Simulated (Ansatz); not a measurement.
Planning a run of Ansatz 0.2.0 on WS2 (2H monolayer). The input:

```yaml
crystal:
  lattice:
    - [3.1876840329, 0.0, 0.0]
    - [-1.5938420165, 2.7192061215, 0.0]
    - [0.0, 0.0, 29.5]
  atoms:
    - { symbol: W, position: [0.3327589141, 0.6655178281, 0.5] }
    - { symbol: S, position: [0.6669538763, 0.3339077526, 0.553550744] }
    - { symbol: S, position: [0.6669538763, 0.3339077526, 0.446449256] }
  periodic: [true, true, false]
kpoints:
  mp_grid: { grid: [6, 6, 1] }
  band_path:
    path: [[0.0, 0.0, 0.0], [0.5, 0.0, 0.0], [0.3333333333, 0.3333333333, 0.0]]
    npoints: 1
hamiltonian:
  xc: hse06
scf:
  occupations: { method: fixed }
  n_extra_bands: 5
output:
  eigenvalues: true
  write_density: true
  write_potential: true
  elf: true
  volumetric_format: npy
```

```sh
ansatz run input.yaml --threads 3 --pin off --max-ram 92160MiB --backend cuda --events-out ev --progress --plain --runs-dir out --devices 1 --max-vram 13GiB  # rebuilt from the run's record
```

**Question.** Estimate wall time and host memory on 1 × NVIDIA H100 80GB HBM3 (shared by 6 runs) with 3 threads of AMD EPYC 7R13 (Zen 3), shared host.

It took 16 s; on shared hardware allow 8.1 s to 32 s. Peak host memory was 1.5 GiB. The sizes that set the cost: 4999 plane waves a state, 13 irreducible k points and 13 SCF cycles.

Exact exchange couples every pair of k points and filled bands, so it costs far more than a semilocal run.

[Paths, hosts, dates, memory and timing lines, banners, echoed tables and standing remarks are left out of the program output.]

[Logs are printed without paths, hosts, clocks, repeated set-up lines and the standing remarks that a program may print on its own settings, such as how far it seeks lower states.]

[Runs of the session that timed out or met a known fault of the program may be left out.]

[Cells called generated may have been cut or substituted from an entry of the Crystallography Open Database or the Materials Project.]

[Hosts, paths, dates, database ids (printed as entryN), source tags and the programs' standing remarks are cut or masked in the printed files.]
